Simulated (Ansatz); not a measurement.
G0W0 rungs for TiO2 (P2_1/c).

```
Ti O
1.0
     4.81270    0.00000    0.00000
     0.00000    4.87188    0.00000
    -0.86289    0.00000    4.96659
Ti O
4 8
Cartesian
  0.7198 2.1787 3.5419
  2.7985 4.6146 3.9080
  3.2300 2.6932 1.4247
  1.1513 0.2573 1.0586
  1.3092 3.6167 4.8016
  2.2092 1.1808 2.6483
  2.6406 1.2552 0.1650
  1.7406 3.6911 2.3183
  0.0039 1.5738 1.7460
  4.3774 4.0097 0.7373
  3.9459 3.2981 3.2206
  -0.4276 0.8622 4.2293
```

The cell and positions are those that the Materials Project relaxed with its own functionals (PBE, PBE+U or r2SCAN), kept fixed. This is not the form that TiO2 usually takes at ambient conditions.

Runs so far (Ansatz 0.2.0, start LDA, PAW set soft_1 files, 2×2×2 mesh). Times are wall times on 1 × NVIDIA H100 80GB HBM3 (shared by 6 runs) with 2 threads of AMD EPYC 7R13 (Zen 3), shared host, good to a factor of about two.

| bands summed | cutoff (eV) | gap on the mesh (eV) | time |
| --- | --- | --- | --- |
| 141 | 50 | 3.812 | 9.1 s |
| 312 | 100 | 3.637 | 9.8 s |
| 533 | 150 | 3.668 | 22 s |

What should the next rung give, with 910 bands and screening to 220 eV, and where is the limit?

The error falls about as one over the bands when the cutoff rises with them. A line through the two highest rungs given predicts 3.687 eV; the run gave 3.715 eV, a miss of 0.028 eV, so the law fails here: the steps don't follow it yet. The two highest rungs put the limit near 3.781 eV, the pair below near 3.713 eV; neither can be trusted until a further rung is run.

Gaps are over the mesh's points; an edge off the mesh would be missed. Limits: not at the basis limit; coarse k mesh.

[Paths, hosts, dates, memory and timing lines, banners, echoed tables and standing remarks are left out of the program output.]

[Logs are printed without paths, hosts, clocks, repeated set-up lines and the standing remarks that a program may print on its own settings, such as how far it seeks lower states.]

[Runs of the session that timed out or met a known fault of the program may be left out.]

[Cells called generated may have been cut or substituted from an entry of the Crystallography Open Database or the Materials Project.]

[Hosts, paths, dates, database ids (printed as entryN), source tags and the programs' standing remarks are cut or masked in the printed files.]
